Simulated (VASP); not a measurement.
# ZnS (Wurtzite-2H): single point with r2SCAN

**What was measured.**

A printed reference work, monograph reports, for a bulk crystal of ZnS at 4 K: band gap 3.911 eV (direct).

ZnS (Wurtzite-2H):

```
Zn S
1.0
     3.81100    0.00000    0.00000
    -1.90550    3.30042    0.00000
     0.00000    0.00000    6.23400
Zn S
2 2
Cartesian
  1.9055 1.1001 3.1170
  0.0000 2.2003 0.0000
  1.9055 1.1001 5.5171
  0.0000 2.2003 2.4001
```

```json
{
 "Program": "VASP 6.6.1",
 "Task": "single point",
 "Functional": "r2SCAN",
 "Potentials or basis": "VASP PAW PBE potentials, release 64 (Zn, S)",
 "Cutoff": "520 eV",
 "k mesh": "8 × 8 × 5",
 "Occupations": "fermi-dirac, width 0.05 eV",
 "Spin": "no spin polarisation"
}
```

```
Pressure               : 0.2 GPa
Largest force          : 0.318 eV/Å
Band gap on the k mesh : 2.83 eV, direct
```

Forces in eV/Å, atoms in the order of the input:
```
Zn   0.000  0.000  0.318
Zn   0.000  0.000  0.318
S    0.000  0.000 -0.318
S    0.000  0.000 -0.318
```

Stress tensor (GPa, compression positive):
```
 0.81  0.00  0.00
 0.00  0.81  0.00
 0.00  0.00 -1.10
```

Levels at points of the mesh, in eV from the valence-band top:
```csv
k point,band 16,band 17,band 18,band 19,band 20,band 21
"(0.00, 0.00, 0.00)",-0.01,-0.01,0.00,2.83,3.51,6.79
"(0.50, 0.00, 0.00)",-2.31,-1.59,-1.00,4.00,4.79,5.53
```

It took 3 min on 1 thread of AMD EPYC 9R45 96-Core Processor (Zen 5) (shared host), peak memory 0.19 GiB.

Against the measured gap of ZnS, 3.911 eV (direct; 4 K; a printed reference work, monograph), the calculated 2.83 eV is off by -1.08 eV. The value is that of r2SCAN, without temperature or zero-point motion.

Caveat: the PAW data sets were made with another functional, which shifts forces and pressure a little.
